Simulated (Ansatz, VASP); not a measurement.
## Two plane-wave programs on CaO

INCAR

```
SYSTEM = CaO
PREC = Accurate ; ENCUT = 520
EDIFF = 1E-6 ; ISMEAR = -1
SIGMA = 0.0164 ; LREAL = .False.
LASPH = .True. ; NELM = 100
ALGO = Normal ; ISIF = 2
LWAVE = .False. ; LCHARG = .False.
GGA = RP ; NBANDS = 15
```

The input KPOINTS:

```
Automatic mesh
0
Gamma
  6 6 6
  0 0 0
```

Contents of POSCAR:

```
CaO
1.0
    0.0000000000      2.4386137000      2.4386137000
    2.4386137000      0.0000000000      2.4386137000
    2.4386137000      2.4386137000      0.0000000000
Ca O
1 1
Direct
    0.0000000000      0.0000000000      0.0000000000
    0.5000000000      0.5000000000      0.5000000000
```

Input for Ansatz:

```yaml
crystal:
  lattice:
    - [0.0, 2.4386137, 2.4386137]
    - [2.4386137, 0.0, 2.4386137]
    - [2.4386137, 2.4386137, 0.0]
  atoms:
    - { symbol: Ca, position: [0.0, 0.0, 0.0] }
    - { symbol: O, position: [0.5, 0.5, 0.5] }
  symmetry: { tolerance: 0.0003 }
kpoints:
  mp_grid: { grid: [6, 6, 6], shift: [0, 0, 0] }
magnetization:
  spin_polarized: false
scf:
  occupations: { method: fermi_dirac, width: 0.0164 }
hamiltonian:
  pseudopotentials: { kind: paw }
  xc: rpbe
basis:
  ecutwfc: 500
output:
  forces: true
  stress: true
  eigenvalues: true
```

Alike in both runs: task single point; functional RPBE; k mesh 6 × 6 × 6; occupations fermi-dirac, width 0.0164 eV; no spin polarisation.

|  | VASP | Ansatz |
| --- | --- | --- |
| version | VASP 6.6.1 | Ansatz 0.2.0 |
| potentials or method | VASP PAW PBE potentials, release 64 (Ca_sv, O) | PAW plane waves |
| plane-wave cutoff (eV) | 520 | 500 |
| valence electrons in the cell | 16 | 16 |

```csv
,VASP,Ansatz,Ansatz less VASP
gap on the k mesh at the Fermi level (eV),3.75,3.77,+0.017
pressure (GPa),1.2,0.7,-0.47
```

With one functional, cell and mesh, what is left measures potentials, basis and numerics.

Caveats: the PAW data sets were made with another functional, which shifts forces and pressure a little (VASP). A k mesh can miss the band edges. A hybrid or GW would open this gap; RPBE tends to underestimate it.
